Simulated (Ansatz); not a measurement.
# Ni: equation of state

The task here is to estimate one member of a computed series from the others.

This is Ni in the hcp structure; at room conditions it is fcc.

Method: DFT LDA, scalar-relativistic, in Ansatz 0.2.0.

### Starting point

The structure is hexagonal, space group P6_3/mmc (No. 194). Conventional cell: a = 2.448 Å, b = 2.448 Å, c = 4.073 Å, α = 90.00°, β = 90.00°, γ = 120.00°. Ni (site symmetry -6m2) is surrounded by 12 Ni at 2.45 to 2.48 Å.

As a file:

```cif
data_structure
_symmetry_space_group_name_H-M 'P 1'
_symmetry_Int_Tables_number 1
_cell_length_a 2.4480
_cell_length_b 2.4480
_cell_length_c 4.0728
_cell_angle_alpha 90.000
_cell_angle_beta 90.000
_cell_angle_gamma 120.000
_cell_volume 21.14
loop_
_atom_site_label
_atom_site_type_symbol
_atom_site_fract_x
_atom_site_fract_y
_atom_site_fract_z
_atom_site_occupancy
Ni1 Ni 0.33333 0.66667 0.25000 1
Ni2 Ni 0.66667 0.33333 0.75000 1
```

The cell is one relaxed in the Materials Project, used as it stands.

Atoms are numbered in the order of the input: Ni1, Ni2.

Set-up of the first run:

input.yaml reads:

```yaml
crystal:
  lattice:
    - [2.3984743352, 0.0, 0.0]
    - [-1.1992371676, 2.0771397046, 0.0]
    - [0.0, 0.0, 3.9903729812]
  atoms:
    - { symbol: Ni, position: [0.3333333333, 0.6666666667, 0.25], spin: 1.5 }
    - { symbol: Ni, position: [0.6666666667, 0.3333333333, 0.75], spin: 1.5 }
magnetization:
  spin_polarized: true
kpoints:
  mp_grid: { grid: [15, 15, 8] }
scf:
  occupations: { method: fermi_dirac, width: 0.08 }
hamiltonian:
  xc: lda
  pseudopotentials: { kind: all_electron, lapw: { basis_error: 0.001 } }
output:
  forces: true
  stress: true
  eigenvalues: true
```

Among the steps run: Volume × 0.9405, LAPW; Volume × 0.9405, PAW; Volume × 0.9405, crystal datasets; Volume × 0.97, LAPW; Volume × 0.97, PAW; Volume × 1.03, LAPW; Volume × 1.03, PAW; Volume × 1.06, LAPW; Volume × 1.06, PAW; Volume × 1.06, crystal datasets.

One of the session's tables, all rows but one given; the rest of the session is left out.

| method | volume (Å³/atom) | pressure (GPa) | moment Ni1 (μB) |
| --- | --- | --- | --- |
| LAPW | 9.940 | 3.45 | 0.63 |
| LAPW | 10.252 | -4.25 | 0.64 |
| LAPW | 10.569 | -10.77 | 0.65 |
| LAPW | 10.886 | -16.19 | 0.65 |
| LAPW | 11.203 | -20.69 | 0.66 |
| PAW | 9.940 | 3.54 | 0.63 |
| PAW | 10.252 | ? | ? |
| PAW | 10.569 | -10.69 | 0.65 |
| PAW | 10.886 | -16.12 | 0.66 |
| PAW | 11.203 | -20.62 | 0.67 |
| crystal datasets | 9.940 | 3.45 | 0.63 |
| crystal datasets | 10.569 | -10.77 | 0.65 |
| crystal datasets | 11.203 | -20.69 | 0.67 |

Estimate the missing values for PAW, 10.252.

As computed: pressure (GPa): -4.16; moment Ni1 (μB): 0.64. In the column «pressure (GPa)» it lies between LAPW, 10.252 (-4.25) and LAPW, 9.940 (3.45).

Limits of these values: Shape and positions are held, so a fully relaxed modulus can be lower. Warnings in the runs' records: crystal datasets made, band levels unverified.
